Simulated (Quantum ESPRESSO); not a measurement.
# How far to go with the k-point mesh: LaAlO3 (P4mm, 5 atoms in the cell)

```yaml
crystal:
  lattice:
    - [3.82905, 0.00000, 0.00000]
    - [0.00000, 3.82905, 0.00000]
    - [0.00000, 0.00000, 3.82905]
  atoms:
    - { symbol: La, position: [0.00000, 0.00000, 0.01306] }
    - { symbol: Al, position: [0.50000, 0.50000, 0.50000] }
    - { symbol: O, position: [0.50000, 0.00000, 0.50000] }
    - { symbol: O, position: [0.00000, 0.50000, 0.50000] }
    - { symbol: O, position: [0.50000, 0.50000, 0.00000] }
```

Method of the run: PBE, GBRV 1.5 ultrasoft (PBE) pseudopotentials (plane waves; Quantum ESPRESSO).

Base settings: ecutwfc = 40 Ry; ecutrho = 200 Ry; occupations = smearing; smearing = fd; degauss = 0.00147 Ry; potentials = {La: la_pbe_v1.uspp.F.UPF, Al: al_pbe_v1.uspp.F.UPF, O: o_pbe_v1.2.uspp.F.UPF}; K_POINTS = automatic 5 5 5 0 0 0; conv_thr = 1e-11 Ry; mixing_beta = 0.7.

Only quantities that move along the ladder and can be compared are tabulated.

The count of work is k-points × plane waves × bands × iterations; it is no time. Core times come from one kind of shared machine, to one figure; runs under 30 s give none.

The starting cell has typed, rounded lattice constants, without a prior relaxation at this level. Its lattice was rescaled by up to half a per cent. One atom was moved a little off its site on purpose.

```tsv
K_POINTS	free energy less the last step's (meV/atom)	pressure (GPa)	largest difference of a force vector from the last step's (eV/Å)	gap on the mesh (eV)	count of work / last	core time / last (rough)
automatic 2 2 2 0 0 0	47.56	-0.57	0.069	3.385	0.012	0.07
automatic 3 3 3 0 0 0	2.63	-1.59	0.005	3.618	0.012	–
automatic 4 4 4 0 0 0	0.23	-1.66	0.001	3.470	0.035	0.08
automatic 5 5 5 0 0 0	0.01	-1.66	0.000	3.622	0.041	–
automatic 6 6 6 0 0 0	0.00	-1.66	0.000	3.470	0.082	0.1
automatic 7 7 7 0 0 0	0.00	-1.66	0.000	3.551	0.078	0.1
automatic 9 9 9 0 0 0	0.00	-1.66	0.000	3.521	0.16	0.2
automatic 11 11 11 0 0 0	0.00	-1.66	0.000	3.505	0.24	0.4
automatic 14 14 14 0 0 0	0.00	-1.66	0.000	3.470	0.56	0.6
automatic 17 17 17 0 0 0	0.00	-1.66	0.000	3.486	0.79	0.6
automatic 19 19 19 0 0 0	0.00	-1.66	0.000	3.483	1.0	1
```

Coarsest K_POINTS that holds the forces within 0.005 eV/Å of the last step, with all finer ones: automatic 3 3 3 0 0 0, at 0.012 of the last step's count of work; the step before is off by 0.069 eV/Å.

Coarsest K_POINTS that holds the pressure within 0.5 GPa of the last step, with all finer ones: automatic 3 3 3 0 0 0, at 0.012 of the last step's count of work; the step before is off by 1.1 GPa.

The gap on the mesh jumps up and down from mesh to mesh; it is no smooth measure of convergence.
